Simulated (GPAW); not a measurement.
The system is Cl.

```
Cl
1.0
     3.14500   -2.25000    0.00000
     3.14500    2.25000    0.00000
     0.00000    0.00000    8.21000
Cl
4
Direct
  0.37000 0.63000 0.40000
  0.13000 0.87000 0.90000
  0.63000 0.37000 0.60000
  0.87000 0.13000 0.10000
```

Base run:

- Program: GPAW 26.7.0
- Functional: RPBE
- Potentials or basis: the program's PAW data sets (release 1.2.1) made for this functional
- Cutoff: 500 eV
- Basis: pw
- k mesh: 6 × 6 × 3
- Occupations: fermi-dirac, width 0.001 eV
- Spin: no spin polarisation

Its results: band gap on the k mesh 2.57 eV, indirect (least direct gap 2.63 eV); electronic dielectric tensor (diagonal) 2.05, 2.73, 3.75.

Problem. After a change of settings the same cell gave: band gap on the k mesh, kohn-sham part alone 3.20 eV, indirect (least direct gap 3.26 eV); electronic dielectric tensor (diagonal) 1.96, 2.44, 3.15. Which change was it?
A. functional from RPBE to LDA
B. functional from RPBE to AM05; potentials or basis from the program's PAW data sets (release 1.2.1) made for this functional to PAW data sets generated in the run's folder for this functional
C. functional from RPBE to PBEsol; potentials or basis from the program's PAW data sets (release 1.2.1) made for this functional to PAW data sets generated in the run's folder for this functional
D. functional from RPBE to GLLB-SC

Solution. D.

Caveats: the long-wavelength limit can be off by a per cent or two; a model potential gives levels but no total energy (some runs); response on these states lacks terms of the Hamiltonian (some runs).
